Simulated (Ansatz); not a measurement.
# How AgCl answers to pressure

```yaml
crystal:
  lattice:
    - [1.87091, -5.55660, 0.00000]
    - [1.87091, 5.55660, 0.00000]
    - [0.00000, 0.00000, 3.92404]
  atoms:
    - { symbol: Ag, position: [0.39656, 0.60344, 0.75000] }
    - { symbol: Ag, position: [0.60344, 0.39656, 0.25000] }
    - { symbol: Cl, position: [0.86545, 0.13455, 0.25000] }
    - { symbol: Cl, position: [0.13455, 0.86545, 0.75000] }
```

Structure from Materials Project entry mp-570858 (possibly hypothetical), not relaxed further.

These are results of Ansatz 0.2.0, DFT, PBEsol, all-electron LAPW, scalar-relativistic, not measurements.

Numerical set-up: a Γ-centred 9×9×8 k mesh, Fermi–Dirac smearing of 0.03 eV, basis error target 1 meV/atom, no spin polarisation.

The cell is scaled evenly with fractional coordinates held. Semilocal gaps are too small, but their slopes carry over better.

```csv
V/V(cell),P (GPa),gap on the k mesh (eV)
0.9800,-1.88,0.336
1.0000,-2.88,0.337
1.0100,-3.34,0.338
1.0400,-4.52,0.344
```

Problem. From the rows at 0.9800 and 1.0100, what is the bulk modulus at the cell's volume?

Solution. B = −ΔP/Δln V = −[(-3.34) − (-1.88)]/0.03015 = 48.4 GPa. This is the modulus at -2.88 GPa, not at zero pressure.

Problem. What are the gap's volume deformation potential and pressure coefficient?

Solution. dEg/dln V = (0.338 − 0.336)/0.03015 = 0.07 eV, and dEg/dP = −(dEg/dln V)/B = -1.4 meV/GPa: pressure narrows the gap.

Problem. Predict the row at V/V(cell) = 0.9400. How far is a linear estimate of P off?

Solution. P = 0.58 GPa, gap 0.341 eV. The linear estimate P(cell) − B ln(V/V(cell)) = 0.11 GPa misses by 0.47 GPa, since the modulus grows under compression.
